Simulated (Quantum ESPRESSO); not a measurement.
FeO:

```
CELL_PARAMETERS angstrom
1.51768 0.87623 2.51579
-1.51768 0.87623 2.51579
0.00000 -1.75247 2.51579
ATOMIC_POSITIONS crystal
Fe 0.00000 0.00000 0.00000
O 0.50000 0.50000 0.50000
```

Base run:

* Program: Quantum ESPRESSO 7.5
* Functional: PW91
* Potentials or basis: PseudoDojo 0.4.1 SR PBEsol standard
* Cutoff: 1225 eV
* Density cutoff: 4898 eV
* k mesh: 8 × 8 × 8
* Occupations: gaussian, width 0.05 eV
* Spin: collinear spin, ferromagnetic start
* Starting moments: [4.0, 0.0] μB
* Hubbard terms: Fe d U = 3 eV

Its results: band gap on the k mesh none (metal or under the smearing width); pressure 0.3 GPa; net moment 4.00 μB per cell; site moments Fe +3.53; O +0.26 μB.

Question: The run is repeated on the same cell with these changes: functional from PW91 to RPBE. What comes out?

Answer: Band gap on the k mesh none (metal or under the smearing width); pressure 6.1 GPa; net moment 4.00 μB per cell; site moments Fe +3.54; O +0.26 μB.

RPBE binds less tightly than PW91, so the same cell stands under more pressure.

Caveats: the potentials were made for another functional, which shifts forces and pressure; a cell with one magnetic atom can't hold antiferromagnetic order, which such compounds often take.
